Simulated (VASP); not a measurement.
Write the native input for VASP 6.6.1 that does the following.

| Item | Value |
| --- | --- |
| Task | single point |
| Functional | r2SCAN |
| Potentials or basis | VASP PAW PBE potentials, release 64 (Hf_pv, O) |
| Cutoff | 520 eV |
| k mesh | 6 × 6 × 6 |
| Occupations | gaussian, width 0.02 eV |
| Spin | no spin polarisation |
| Further INCAR settings | ALGO = Normal; EDIFF = 1e-07; NBANDS = 31 |

The structure of HfO2 lies in POSCAR:

```
HfO2
1.0
    3.5509100000      0.0000000000      0.0000000000
    0.0000000000      3.5509100000      0.0000000000
    0.0000000000      0.0000000000      5.1293700000
Hf O
2 4
Direct
    0.5000000000      0.5000000000      0.5000000000
    0.0000000000      0.0000000000      0.0000000000
    0.0000000000      0.5000000000      0.7024500000
    0.5000000000      1.0000000000      0.7975500000
    0.5000000000      0.0000000000      0.2975500000
    0.0000000000      0.5000000000      0.2024500000
```

Measurements of this composition are mostly on another form, of space group No. 14.

The input as run:

INCAR

```
SYSTEM = HfO2
PREC = Accurate
ENCUT = 520
EDIFF = 1E-7
ISMEAR = 0
SIGMA = 0.02
LREAL = .False.
LASPH = .True.
NELM = 80
ALGO = Normal
ISIF = 2
LWAVE = .False.
LCHARG = .False.
METAGGA = R2SCAN
LMIXTAU = .True.
NBANDS = 31
```

KPOINTS

```
Automatic mesh
0
Gamma
  6 6 6
  0 0 0
```

Potentials or basis: VASP PAW PBE potentials, release 64 (Hf_pv, O).

Run with:

```console
$ cat potpaw_PBE.64/Hf_pv/POTCAR potpaw_PBE.64/O/POTCAR > POTCAR
$ mpirun -np 1 vasp_std > vasp.out
```

It gave:

```
Pressure               : 2.2 GPa
Largest force          : 0.059 eV/Å
Band gap on the k mesh : 5.24 eV, indirect (least direct gap 5.34 eV)
```

Caveat: the PAW data sets were made with another functional, which shifts forces and pressure a little; spin-orbit coupling is left out, which moves the levels of the heavy elements.

It took 4.4 min on 1 thread of Intel(R) Xeon(R) Platinum 8488C (Sapphire Rapids), on a shared host, peak memory 0.22 GiB.
